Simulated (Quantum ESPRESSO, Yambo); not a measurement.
Planning a run of Yambo 5.3.0 on SiC (P6_3mc). The input:

```
HF_and_locXC
gw0
dyson
ppa
em1d
rim_cut
RandQpts= 1000000
RandGvec= 1 RL
EXXRLvcs= 74 Ry
VXCRLvcs= 296 Ry
Chimod= "HARTREE"
% BndsRnXp
 1 | 131 |
%
NGsBlkXp= 32.5 Ry
% LongDrXp
 1 | 1 | 1 |
%
% GbndRnge
 1 | 131 |
%
DysSolver= "n"
ExtendOut
PPAPntXp= 27.21138 eV
% QPkrange
 1 | 1 | 7 | 10 |
 7 | 7 | 7 | 10 |
 4 | 4 | 7 | 10 |
%
```

```sh
OMP_NUM_THREADS=1 mpirun -n 4 yambo -F gw11.in -J gw11 -C gw11 > gw11.log
```

The stored states that it reads are on a 3×3×4 mesh. It takes space group P6_3mc (No. 186, hexagonal). Conventional cell: a = 3.074 Å, b = 3.074 Å, c = 5.045 Å, α = 90.00°, β = 90.00°, γ = 120.00°. Si has 4 C at 1.88 to 1.90 Å nearest. Nearest to C lie 4 Si at 1.88 to 1.90 Å. Farther neighbours are not listed.

Estimate wall time and host memory on 4 MPI ranks of Arm Neoverse V1, shared host.

It took 9.8 min; on shared hardware allow 4.9 min to 20 min. Peak host memory was 1.6 GiB.

The screening grows as filled bands × empty bands × pairs of k points, times the square of the screening basis for the matrix.

[Paths, hosts, dates, memory and timing lines, banners, echoed tables and standing remarks are left out of the program output.]

[Logs are printed without paths, hosts, clocks, repeated set-up lines and the standing remarks that a program may print on its own settings, such as how far it seeks lower states.]

[Runs of the session that timed out or met a known fault of the program may be left out.]

[Hosts, paths, dates, database ids (printed as entryN), source tags and the programs' standing remarks are cut or masked in the printed files.]
